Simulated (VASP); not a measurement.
SrO, 2 atoms in the cell. The structure is cubic, space group Fm-3m (No. 225). The conventional cell has a = 5.133 Å, b = 5.133 Å, c = 5.133 Å, α = 90.00°, β = 90.00°, γ = 90.00°. Around Sr (site symmetry m-3m) lie 6 O at 2.57 Å. Around O (site symmetry m-3m) lie 6 Sr at 2.57 Å. 

```yaml
Program: VASP 6.6.1
Task: relaxation of cell and atoms
Functional: PBE
Potentials_or_basis: VASP PAW PBE potentials, release 64 (Sr_sv, O)
Cutoff: 600 eV
k_mesh: 10 × 10 × 10
Occupations: gaussian, width 0.03 eV
Spin: no spin polarisation
Further_INCAR_settings: ALGO = Normal; EDIFF = 1e-06; IBRION = 2; EDIFFG = -0.01; NSW = 90; ISIF = 3
```

Potentials or basis: VASP PAW PBE potentials, release 64 (Sr_sv, O).

Launch:

```sh
$ cat potpaw_PBE.64/Sr_sv/POTCAR potpaw_PBE.64/O/POTCAR > POTCAR
$ mpirun -np 1 vasp_std > vasp.out
```

Hardware: 1 thread of Intel(R) Xeon(R) 6975P-C (Granite Rapids) (shared host).

Q: Estimate the wall time of this run.

A: Run time: 28 s on 1 thread of Intel(R) Xeon(R) 6975P-C (Granite Rapids), with other jobs on the host, peak memory 0.19 GiB. Counts: scf iterations 31, k points 47, ion steps 3.
